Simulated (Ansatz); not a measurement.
ZnO, space group P6_3/mmc, a calculation of the dielectric tensor and Born charges

Computed with Ansatz's Python interface.

The cells in order, each with its output:

**Cell 1**
```python
import ansatz as az
import numpy as np
```

**Cell 2**
```python
KMESH = (12, 12, 4)
XC = "LDA"
FILLING = "fixed"
```

**Cell 3**
```python
structure = (
    az.Lattice.from_parameters(3.287967, 3.287967, 7.130441, alpha=90, beta=90, gamma=120)
    .space_group(194)
    .atom("Zn", [0.0, 0.0, 0.75])
    .atom("O", [1 / 3, 2 / 3, 0.25])
)

model = (
    structure.calculation()
    .basis(38 * az.Ry)
    .kpoints(*KMESH)
    .functional(XC)
    .occupations(FILLING)
    .dielectric()
)
done = model.run(threads=1)
response = done.dielectric
eps = np.asarray(response.eps_inf)
```

**Cell 4**
```python
values = np.linalg.eigvalsh(eps)
print("principal values of eps_inf:", np.round(values, 3))
print("refractive indices:", np.round(np.sqrt(values), 3))
for site, z in zip(done.lattice.sites, response.zstar_e):
    print(f"{site.symbol:2s} Z* trace/3 = {np.trace(z) / 3:+.3f} e")
print(f"charge neutrality missed by {response.zstar_sum_residual_pre_e:.4f} e before the sum rule")
```
Output:
```text
principal values of eps_inf: [2.922 5.382 5.382]
refractive indices: [1.71 2.32 2.32]
Zn Z* trace/3 = +1.987 e
Zn Z* trace/3 = +1.987 e
O  Z* trace/3 = -1.987 e
O  Z* trace/3 = -1.987 e
charge neutrality missed by 0.0014 e before the sum rule
```

With fixed filling the reported Fermi level is the top filled level among the k-points of the SCF. Averages over directions belong to no single polarisation, least of all in layered crystals. Pressure is positive in compression. This cell is a computed structure, which may not be the phase found in nature. This is the electronic (clamped-ion) response; a semilocal gap that is too small tends to raise it. The typed mesh is that of the SCF; the response is solved on denser meshes that the run picks. It ran for 5.9 min on 1 thread of Intel(R) Xeon(R) Processor @ 2.30GHz, on a shared host, peak memory 2.1 GiB.
